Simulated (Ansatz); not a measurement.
# TaC: what the functional changes

How much do pressure and electronic structure of TaC hang on the functional? The cell is held and solved under LDA, PBEsol, PBE. Some runs scale the volume too.

Program: Ansatz 0.2.0. Level of theory: DFT, scalar-relativistic, functionals as named in each step. These are calculated values, not measurements.

**1. The structure to begin with**

The structure is cubic, space group Fm-3m (No. 225). The conventional cell has a = 4.468 Å, b = 4.468 Å, c = 4.468 Å, α = 90.00°, β = 90.00°, γ = 90.00°. Ta (site symmetry m-3m) has 6 C at 2.23 Å as nearest neighbours. C (site symmetry m-3m) is surrounded by 6 Ta at 2.23 Å.

Structure file:

```cif
data_structure
_symmetry_space_group_name_H-M 'Fm-3m'
_symmetry_Int_Tables_number 225
_cell_length_a 4.4678
_cell_length_b 4.4678
_cell_length_c 4.4678
_cell_angle_alpha 90.000
_cell_angle_beta 90.000
_cell_angle_gamma 90.000
_cell_volume 89.18
loop_
_atom_site_label
_atom_site_type_symbol
_atom_site_symmetry_multiplicity
_atom_site_Wyckoff_symbol
_atom_site_fract_x
_atom_site_fract_y
_atom_site_fract_z
_atom_site_occupancy
Ta1 Ta 4 a 0.00000 0.00000 0.00000 1
C1 C 4 b 0.50000 0.00000 0.00000 1
```

The file gives the conventional cell by its symmetry; the runs use the cell typed in the input.

Atoms are numbered in the order of the input: Ta1, C2.

**2. LDA, LAPW**

input.yaml reads:

```yaml
crystal:
  lattice:
    - [0.0, 2.233897694, 2.233897694]
    - [2.233897694, 0.0, 2.233897694]
    - [2.233897694, 2.233897694, 0.0]
  atoms:
    - { symbol: Ta, position: [0.0, 0.0, 0.0] }
    - { symbol: C, position: [0.5, 0.5, 0.5] }
kpoints:
  mp_grid: { grid: [13, 13, 13] }
  band_path:
    path:
      - [0.0, 0.0, 0.0]
      - [0.5, 0.0, 0.5]
      - [0.625, 0.25, 0.625]
      - [0.375, 0.375, 0.75]
      - [0.0, 0.0, 0.0]
      - [0.5, 0.5, 0.5]
      - [0.5, 0.25, 0.75]
      - [0.5, 0.0, 0.5]
    npoints: 5
scf:
  occupations: { method: fermi_dirac, width: 0.05 }
hamiltonian:
  xc: lda
  pseudopotentials: { kind: all_electron, lapw: { basis_error: 0.001 } }
output:
  forces: true
  stress: true
  eigenvalues: true
```

Run with:

```
$ ansatz run input.yaml --threads 1 --pin off --max-ram 2048MiB --backend cpu --events-out ev --progress --plain --runs-dir out
```

The program printed (excerpt; [...] marks lines left out):

```text
LAPW: plane waves up to 9.263 Å⁻¹, error target 1.0e-3 eV per atom; small_component_spin mean_spin; C in spheres of 0.919 Å, 6 of its electrons in bands, Dirac shells []; Ta in spheres of 1.315 Å, 43 of its electrons in bands, Dirac shells []
[...]
Pseudopotentials: kind: all_electron
Pseudopotential: Ta, LAPW, valence charge 43, Koelling and Harmon's equation, gaussian nucleus
Pseudopotential: C, LAPW, valence charge 6, Koelling and Harmon's equation, gaussian nucleus
Functional definition: SPW92
[...]
Crystal: 2 atoms, lattice volume = 22.296 Å³
Basis set: ecut = 326.88172806813947 eV, 307 PW (Γ), exchange–correlation at level 2
Bands: 30, of which v1, the nominal top of the filled ones, is band 25 counted from 1 (24 counted from 0)
Symmetry: 48 space group operations
Space group: Fm-3m (ITA 225), of the structure as read, at distance tolerance 2.8e-5 Å
k-points: 84 of 2197
[...]
SCF iter   1: F=—  HF=-425352.026597 eV  |F-HF|=—  |Δ(HF+E_count)|=         —  Δρ=1.38e-1  dr2=5.58e0  ethr=1.14e-2  ⟨swp⟩=2.0  Hψ=15135  notcnv=0
[...]
the basis was enlarged: its passes take 121.9 KiB over the memory plan, 1 of 1 planned eigensolver slots
[...]
SCF iter  10: F=-425349.939031 eV  HF=-425349.939031 eV  |F-HF|=3.07e-8  |Δ(HF+E_count)|=   1.04e-7  Δρ=1.10e-5  dr2=2.98e-8  ethr=9.36e-10  ⟨swp⟩=2.5  Hψ=7538  notcnv=0
[...]
NSCF: frozen V_eff on 36 k-points
SCF converged after 10 iterations
Free energy (F): -425349.939031 eV
[...]
E sigma→0 (E₀):  -425349.937101 eV
Entropy (-TS):   -0.003861 eV (-1.930 meV/atom)
Fermi energy:    24.535274 eV
[...]
--- Forces (eV/Å), atoms counted from 1 ---
  atom   1  Ta    -0.00000000    -0.00000000    -0.00000000
  atom   2  C      0.00000000    -0.00000000    -0.00000000
[...]
--- Stress (GPa, compression-positive) ---
      -12.276559       0.000000       0.000000
        0.000000     -12.276559      -0.000000
        0.000000      -0.000000     -12.276559
  P = ⅓ Tr σ = -12.2766 GPa (-122.766 kbar)
--- Band table (eV; the first three rows and the last of 84) ---
[...]
```

Wall time 25 s (1 thread, shared host).

Result: pressure -12.28 GPa; no gap.

**3. LDA, PAW**

Changes to input.yaml since step 2:

```diff
@@ -25,3 +25,3 @@
   xc: lda
-  pseudopotentials: { kind: all_electron, lapw: { basis_error: 0.001 } }
+  pseudopotentials: { kind: paw }
 output:
@@ -30 +30,6 @@
   eigenvalues: true
+  efg: { contact_densities: true }
+  write_density: true
+  write_potential: true
+  elf: true
+  volumetric_format: npy
```

Run with:

```
$ ansatz run input.yaml --threads 1 --pin off --max-ram 2048MiB --backend cpu --events-out ev --progress --plain --runs-dir out
```

The program printed (excerpt; [...] marks lines left out):

```text
Ta: output.efg is read without spin–orbit coupling, which moves field gradients at and beside such atoms by some per cent and up to a factor of two; PAW files take it under magnetization.noncollinear and magnetization.spin_orbit
[...]
Pseudopotentials: kind: paw
Pseudopotential: Ta, paw, valence charge 13, recommended cutoff 420 eV (normal)
Pseudopotential: C, paw, valence charge 4, recommended cutoff 420 eV (normal)
[... 1 set-up line as earlier in the session ...]
[...]
Crystal: 2 atoms, lattice volume = 22.296 Å³
Basis set: ecut = 420 eV, 411 PW (Γ)
Bands: 13, of which v1, the nominal top of the filled ones, is band 9 counted from 1 (8 counted from 0)
[... 2 set-up lines as earlier in the session ...]
k-points: 84 of 2197
[...]
--- Forces (eV/Å), atoms counted from 1 ---
  atom   1  Ta    -0.00000000     0.00000000    -0.00000000
  atom   2  C      0.00000000    -0.00000000    -0.00000000
[...]
--- Stress (GPa, compression-positive) ---
      -12.150543       0.000000      -0.000000
       -0.000000     -12.150543      -0.000000
        0.000000      -0.000000     -12.150543
  P = ⅓ Tr σ = -12.1505 GPa (-121.505 kbar)
--- PAW observables at the nuclei: V_zz in 10²¹ V/m², potentials from the cell's mean, atoms counted from 1 ---
  atom   1  Ta V_zz =    +0.000000   η = 0.0000   by run symmetry: forbidden
            electrostatic potential = -14500.257173 V   contact ρ = 8123648.705048 e/Å³
  atom   2  C  V_zz =    -0.000000   η = 0.0000   by run symmetry: forbidden
            electrostatic potential = -430.484606 V   contact ρ = 851.977076 e/Å³
--- Band table (eV; the first three rows and the last of 84) ---
  k-point 0: bands = ["-49.2440", "-15.5134", "-15.5134", "-15.5134", "4.9035", "18.1266", "18.1266", "18.1266", "19.0374", "19.0374", "19.0374", "20.0972", "20.0972"]
[...]
```

Wall time 4 s (1 thread, shared host).

In short: pressure -12.15 GPa; no gap.

**4. PBEsol, LAPW**

Changes to input.yaml since step 3:

```diff
@@ -24,4 +24,4 @@
 hamiltonian:
-  xc: lda
-  pseudopotentials: { kind: paw }
+  xc: pbesol
+  pseudopotentials: { kind: all_electron, lapw: { basis_error: 0.001 } }
 output:
@@ -30,6 +30 @@
   eigenvalues: true
-  efg: { contact_densities: true }
-  write_density: true
-  write_potential: true
-  elf: true
-  volumetric_format: npy
```

Run with:

```
$ ansatz run input.yaml --threads 1 --pin off --max-ram 2048MiB --backend cpu --events-out ev --progress --plain --runs-dir out
```

The program printed (excerpt; [...] marks lines left out):

```text
LAPW: plane waves up to 9.255 Å⁻¹, error target 1.0e-3 eV per atom; small_component_spin mean_spin; C in spheres of 0.918 Å, 6 of its electrons in bands, Dirac shells []; Ta in spheres of 1.316 Å, 43 of its electrons in bands, Dirac shells []
[...]
[... 3 set-up lines as earlier in the session ...]
Functional definition: PBEsol
[...]
Crystal: 2 atoms, lattice volume = 22.296 Å³
Basis set: ecut = 326.34621830205384 eV, 307 PW (Γ), exchange–correlation at level 2
Bands: 30, of which v1, the nominal top of the filled ones, is band 25 counted from 1 (24 counted from 0)
[... 2 set-up lines as earlier in the session ...]
k-points: 84 of 2197
[...]
the basis was enlarged: its passes take 220.2 KiB over the memory plan, 1 of 1 planned eigensolver slots
[...]
SCF iter  10: F=-425477.343397 eV  HF=-425477.343397 eV  |F-HF|=2.22e-8  |Δ(HF+E_count)|=   1.06e-7  Δρ=9.93e-6  dr2=2.36e-8  ethr=7.88e-10  ⟨swp⟩=2.7  Hψ=7542  notcnv=0
[...]
NSCF: frozen V_eff on 36 k-points
SCF converged after 10 iterations
Free energy (F): -425477.343397 eV
[...]
E sigma→0 (E₀):  -425477.341531 eV
Entropy (-TS):   -0.003732 eV (-1.866 meV/atom)
Fermi energy:    24.747580 eV
[...]
--- Forces (eV/Å), atoms counted from 1 ---
  atom   1  Ta    -0.00000000     0.00000000     0.00000000
  atom   2  C      0.00000000    -0.00000000    -0.00000000
[...]
--- Stress (GPa, compression-positive) ---
       -6.379516       0.000000      -0.000000
        0.000000      -6.379516       0.000000
       -0.000000       0.000000      -6.379516
  P = ⅓ Tr σ = -6.3795 GPa (-63.795 kbar)
--- Band table (eV; the first three rows and the last of 84) ---
[...]
```

It took 25 s on 1 thread, shared host.

This run gives: pressure -6.38 GPa; no gap.

**5. PBEsol, PAW**

Changes to input.yaml since step 4:

```diff
@@ -25,3 +25,3 @@
   xc: pbesol
-  pseudopotentials: { kind: all_electron, lapw: { basis_error: 0.001 } }
+  pseudopotentials: { kind: paw }
 output:
@@ -30 +30,2 @@
   eigenvalues: true
+  efg: { contact_densities: true }
```

Run with:

```
$ ansatz run input.yaml --threads 1 --pin off --max-ram 2048MiB --backend cpu --events-out ev --progress --plain --runs-dir out
```

The program printed (excerpt; [...] marks lines left out):

```text
Ta: output.efg is read without spin–orbit coupling, which moves field gradients at and beside such atoms by some per cent and up to a factor of two; PAW files take it under magnetization.noncollinear and magnetization.spin_orbit
[...]
[... 4 set-up lines as earlier in the session ...]
[...]
Crystal: 2 atoms, lattice volume = 22.296 Å³
Basis set: ecut = 420 eV, 411 PW (Γ), exchange–correlation on 48×48×48 points (8 copies of the dense FFT grid, shifted against one another)
Bands: 13, of which v1, the nominal top of the filled ones, is band 9 counted from 1 (8 counted from 0)
[... 2 set-up lines as earlier in the session ...]
k-points: 84 of 2197
[...]
--- Forces (eV/Å), atoms counted from 1 ---
  atom   1  Ta    -0.00000000     0.00000000    -0.00000000
  atom   2  C      0.00000000    -0.00000000    -0.00000000
[...]
--- Stress (GPa, compression-positive) ---
       -6.275200       0.000000       0.000000
        0.000000      -6.275200      -0.000000
        0.000000       0.000000      -6.275200
  P = ⅓ Tr σ = -6.2752 GPa (-62.752 kbar)
--- PAW observables at the nuclei: V_zz in 10²¹ V/m², potentials from the cell's mean, atoms counted from 1 ---
  atom   1  Ta V_zz =    -0.000000   η = 0.0000   by run symmetry: forbidden
            electrostatic potential = -14500.143543 V   contact ρ = 8144137.282042 e/Å³
  atom   2  C  V_zz =    -0.000000   η = 0.0000   by run symmetry: forbidden
            electrostatic potential = -430.221595 V   contact ρ = 861.314223 e/Å³
--- Band table (eV; the first three rows and the last of 84) ---
  k-point 0: bands = ["-49.0281", "-15.3014", "-15.3014", "-15.3014", "4.9746", "18.3398", "18.3398", "18.3398", "19.2358", "19.2358", "19.2358", "20.3166", "20.3166"]
[...]
```

It took 4.2 s on 1 thread, shared host.

Result: pressure -6.28 GPa; no gap.

**6. PBEsol, LAPW, volume × 0.96**

input.yaml reads:

```yaml
crystal:
  lattice:
    - [0.0, 2.2037061863, 2.2037061863]
    - [2.2037061863, 0.0, 2.2037061863]
    - [2.2037061863, 2.2037061863, 0.0]
  atoms:
    - { symbol: Ta, position: [0.0, 0.0, 0.0] }
    - { symbol: C, position: [0.5, 0.5, 0.5] }
kpoints:
  mp_grid: { grid: [13, 13, 13] }
scf:
  occupations: { method: fermi_dirac, width: 0.05 }
hamiltonian:
  xc: pbesol
  pseudopotentials: { kind: all_electron, lapw: { basis_error: 0.001 } }
output:
  forces: true
  stress: true
  eigenvalues: true
```

Run with:

```
$ ansatz run input.yaml --threads 1 --pin off --max-ram 2048MiB --backend cpu --events-out ev --progress --plain --runs-dir out
```

The program printed (excerpt; [...] marks lines left out):

```text
LAPW: plane waves up to 9.397 Å⁻¹, error target 1.0e-3 eV per atom; small_component_spin mean_spin; C in spheres of 0.903 Å, 6 of its electrons in bands, Dirac shells []; Ta in spheres of 1.301 Å, 43 of its electrons in bands, Dirac shells []
[...]
[... 4 set-up lines as earlier in the session ...]
[...]
Crystal: 2 atoms, lattice volume = 21.404 Å³
Basis set: ecut = 336.4197720287687 eV, 307 PW (Γ), exchange–correlation at level 2
Bands: 30, of which v1, the nominal top of the filled ones, is band 25 counted from 1 (24 counted from 0)
[... 2 set-up lines as earlier in the session ...]
k-points: 84 of 2197
[...]
SCF iter   1: F=—  HF=-425479.327061 eV  |F-HF|=—  |Δ(HF+E_count)|=         —  Δρ=1.39e-1  dr2=5.25e0  ethr=1.07e-2  ⟨swp⟩=2.0  Hψ=15263  notcnv=0
[...]
the basis was enlarged: its passes take 220.2 KiB over the memory plan, 1 of 1 planned eigensolver slots
[...]
SCF iter   8: F=-425477.341322 eV  HF=-425477.341322 eV  |F-HF|=4.60e-8  |Δ(HF+E_count)|=   1.04e-6  Δρ=1.02e-5  dr2=2.74e-8  ethr=1.36e-9  ⟨swp⟩=2.1  Hψ=7333  notcnv=0
[...]
SCF converged after 8 iterations
Free energy (F): -425477.341322 eV
[...]
E sigma→0 (E₀):  -425477.339513 eV
Entropy (-TS):   -0.003617 eV (-1.809 meV/atom)
Fermi energy:    25.843788 eV
[...]
--- Forces (eV/Å), atoms counted from 1 ---
  atom   1  Ta    -0.00000000     0.00000000    -0.00000000
  atom   2  C      0.00000000    -0.00000000    -0.00000000
[...]
--- Stress (GPa, compression-positive) ---
        7.623324      -0.000000       0.000000
       -0.000000       7.623324      -0.000000
        0.000000      -0.000000       7.623324
  P = ⅓ Tr σ = 7.6233 GPa (76.233 kbar)
--- Band table (eV; the first three rows and the last of 84) ---
[...]
```

Wall time 20 s (1 thread, shared host).

Read from it: pressure 7.62 GPa; no gap.

**7. PBEsol, PAW, volume × 0.96**

Changes to input.yaml since step 6:

```diff
@@ -14,3 +14,3 @@
   xc: pbesol
-  pseudopotentials: { kind: all_electron, lapw: { basis_error: 0.001 } }
+  pseudopotentials: { kind: paw }
 output:
@@ -19 +19,2 @@
   eigenvalues: true
+  efg: { contact_densities: true }
```

Run with:

```
$ ansatz run input.yaml --threads 1 --pin off --max-ram 2048MiB --backend cpu --events-out ev --progress --plain --runs-dir out
```

The program printed (excerpt; [...] marks lines left out):

```text
Ta: output.efg is read without spin–orbit coupling, which moves field gradients at and beside such atoms by some per cent and up to a factor of two; PAW files take it under magnetization.noncollinear and magnetization.spin_orbit
[...]
[... 4 set-up lines as earlier in the session ...]
[...]
Crystal: 2 atoms, lattice volume = 21.404 Å³
Basis set: ecut = 420 eV, 411 PW (Γ), exchange–correlation on 48×48×48 points (8 copies of the dense FFT grid, shifted against one another)
Bands: 13, of which v1, the nominal top of the filled ones, is band 9 counted from 1 (8 counted from 0)
[... 2 set-up lines as earlier in the session ...]
k-points: 84 of 2197
[...]
--- Forces (eV/Å), atoms counted from 1 ---
  atom   1  Ta    -0.00000000     0.00000000    -0.00000000
  atom   2  C      0.00000000    -0.00000000    -0.00000000
[...]
--- Stress (GPa, compression-positive) ---
        7.886384      -0.000000       0.000000
       -0.000000       7.886384      -0.000000
        0.000000       0.000000       7.886384
  P = ⅓ Tr σ = 7.8864 GPa (78.864 kbar)
--- PAW observables at the nuclei: V_zz in 10²¹ V/m², potentials from the cell's mean, atoms counted from 1 ---
  atom   1  Ta V_zz =    +0.000000   η = 0.0000   by run symmetry: forbidden
            electrostatic potential = -14501.516232 V   contact ρ = 8144144.871021 e/Å³
  atom   2  C  V_zz =    +0.000000   η = 0.0000   by run symmetry: forbidden
            electrostatic potential = -431.468871 V   contact ρ = 861.351132 e/Å³
--- Band table (eV; the first three rows and the last of 84) ---
  k-point 0: bands = ["-48.0239", "-14.2925", "-14.2925", "-14.2925", "5.5824", "19.1530", "19.1530", "19.1530", "20.1012", "20.1012", "20.1012", "21.2533", "21.2533"]
[...]
```

Run time: 3.5 s. Hardware: 1 thread, shared host.

Read from it: pressure 7.89 GPa; no gap.

**8. PBE, LAPW**

input.yaml reads:

```yaml
crystal:
  lattice:
    - [0.0, 2.233897694, 2.233897694]
    - [2.233897694, 0.0, 2.233897694]
    - [2.233897694, 2.233897694, 0.0]
  atoms:
    - { symbol: Ta, position: [0.0, 0.0, 0.0] }
    - { symbol: C, position: [0.5, 0.5, 0.5] }
kpoints:
  mp_grid: { grid: [13, 13, 13] }
  band_path:
    path:
      - [0.0, 0.0, 0.0]
      - [0.5, 0.0, 0.5]
      - [0.625, 0.25, 0.625]
      - [0.375, 0.375, 0.75]
      - [0.0, 0.0, 0.0]
      - [0.5, 0.5, 0.5]
      - [0.5, 0.25, 0.75]
      - [0.5, 0.0, 0.5]
    npoints: 5
scf:
  occupations: { method: fermi_dirac, width: 0.05 }
hamiltonian:
  xc: pbe
  pseudopotentials: { kind: all_electron, lapw: { basis_error: 0.001 } }
output:
  forces: true
  stress: true
  eigenvalues: true
```

Run with:

```
$ ansatz run input.yaml --threads 1 --pin off --max-ram 2048MiB --backend cpu --events-out ev --progress --plain --runs-dir out
```

The program printed (excerpt; [...] marks lines left out):

```text
LAPW: plane waves up to 9.257 Å⁻¹, error target 1.0e-3 eV per atom; small_component_spin mean_spin; C in spheres of 0.918 Å, 6 of its electrons in bands, Dirac shells []; Ta in spheres of 1.316 Å, 43 of its electrons in bands, Dirac shells []
[...]
[... 3 set-up lines as earlier in the session ...]
Functional definition: PBE
[...]
Crystal: 2 atoms, lattice volume = 22.296 Å³
Basis set: ecut = 326.5090064779097 eV, 307 PW (Γ), exchange–correlation at level 2
Bands: 30, of which v1, the nominal top of the filled ones, is band 25 counted from 1 (24 counted from 0)
[... 2 set-up lines as earlier in the session ...]
k-points: 84 of 2197
[...]
the basis was enlarged: its passes take 260.5 KiB over the memory plan, 1 of 1 planned eigensolver slots
[...]
SCF iter   8: F=-425607.161850 eV  HF=-425607.161850 eV  |F-HF|=8.70e-8  |Δ(HF+E_count)|=   1.74e-6  Δρ=1.40e-5  dr2=5.51e-8  ethr=3.14e-9  ⟨swp⟩=2.0  Hψ=7384  notcnv=0
[...]
NSCF: frozen V_eff on 36 k-points
SCF converged after 8 iterations
Free energy (F): -425607.161850 eV
[...]
E sigma→0 (E₀):  -425607.160031 eV
Entropy (-TS):   -0.003638 eV (-1.819 meV/atom)
Fermi energy:    24.916065 eV
[...]
--- Forces (eV/Å), atoms counted from 1 ---
  atom   1  Ta    -0.00000000    -0.00000000    -0.00000000
  atom   2  C      0.00000000    -0.00000000    -0.00000000
[...]
--- Stress (GPa, compression-positive) ---
        1.650599       0.000000      -0.000000
        0.000000       1.650599       0.000000
       -0.000000       0.000000       1.650599
  P = ⅓ Tr σ = 1.6506 GPa (16.506 kbar)
--- Band table (eV; the first three rows and the last of 84) ---
[...]
```

It took 23 s on 1 thread, shared host.

Result: pressure 1.65 GPa; no gap.

**9. PBE, PAW**

Changes to input.yaml since step 8:

```diff
@@ -25,3 +25,3 @@
   xc: pbe
-  pseudopotentials: { kind: all_electron, lapw: { basis_error: 0.001 } }
+  pseudopotentials: { kind: paw }
 output:
@@ -30 +30,2 @@
   eigenvalues: true
+  efg: { contact_densities: true }
```

Run with:

```
$ ansatz run input.yaml --threads 1 --pin off --max-ram 2048MiB --backend cpu --events-out ev --progress --plain --runs-dir out
```

The program printed (excerpt; [...] marks lines left out):

```text
Ta: output.efg is read without spin–orbit coupling, which moves field gradients at and beside such atoms by some per cent and up to a factor of two; PAW files take it under magnetization.noncollinear and magnetization.spin_orbit
[...]
[... 4 set-up lines as earlier in the session ...]
[...]
Crystal: 2 atoms, lattice volume = 22.296 Å³
Basis set: ecut = 420 eV, 411 PW (Γ), exchange–correlation on 48×48×48 points (8 copies of the dense FFT grid, shifted against one another)
Bands: 13, of which v1, the nominal top of the filled ones, is band 9 counted from 1 (8 counted from 0)
[... 2 set-up lines as earlier in the session ...]
k-points: 84 of 2197
[...]
--- Forces (eV/Å), atoms counted from 1 ---
  atom   1  Ta    -0.00000000    -0.00000000     0.00000000
  atom   2  C      0.00000000    -0.00000000     0.00000000
[...]
--- Stress (GPa, compression-positive) ---
        1.681544      -0.000000       0.000000
        0.000000       1.681544       0.000000
       -0.000000      -0.000000       1.681544
  P = ⅓ Tr σ = 1.6815 GPa (16.815 kbar)
--- PAW observables at the nuclei: V_zz in 10²¹ V/m², potentials from the cell's mean, atoms counted from 1 ---
  atom   1  Ta V_zz =    +0.000000   η = 0.0000   by run symmetry: forbidden
            electrostatic potential = -14500.119216 V   contact ρ = 8154443.806824 e/Å³
  atom   2  C  V_zz =    +0.000000   η = 0.0000   by run symmetry: forbidden
            electrostatic potential = -430.608565 V   contact ρ = 868.441131 e/Å³
--- Band table (eV; the first three rows and the last of 84) ---
  k-point 0: bands = ["-48.9332", "-15.2040", "-15.2040", "-15.2040", "5.1006", "18.5253", "18.5253", "18.5253", "19.3552", "19.3552", "19.3552", "20.4950", "20.4950"]
[...]
```

Run time: 4.1 s. Hardware: 1 thread, shared host.

In short: pressure 1.68 GPa; no gap.

**10. Functionals side by side**

| run | pressure (GPa) | SCF cycles, all passes |
| --- | --- | --- |
| LDA, LAPW | -12.28 | 10 |
| LDA, PAW | -12.15 | 6 |
| PBEsol, LAPW | -6.38 | 10 |
| PBEsol, PAW | -6.28 | 6 |
| PBEsol, LAPW, volume × 0.96 | 7.62 | 8 |
| PBEsol, PAW, volume × 0.96 | 7.89 | 6 |
| PBE, LAPW | 1.65 | 8 |
| PBE, PAW | 1.68 | 6 |

**11. Outcome**

| quantity | value |
| --- | --- |
| pressure, LDA (LAPW) | -12.28 GPa |
| pressure, PBEsol (LAPW) | -6.38 GPa |
| pressure, PBE (LAPW) | 1.65 GPa |
| pressure, PBEsol, LAPW, volume × 0.96 | 7.62 GPa |

LAPW pressures run LDA (-12.3 GPa) < PBEsol (-6.4 GPa) < PBE (1.7 GPa); a lower pressure means a smaller equilibrium volume. A straight line through the two PBEsol volumes puts zero pressure near 10.94 Å³/atom. Over the pairs set side by side here (LDA, PBEsol, PBEsol, PBE), PAW stays within 0.26 GPa of LAPW. Spin-orbit coupling is left out, though the cell holds Ta; in elements this heavy it can shift bands and gaps by tenths of an eV.
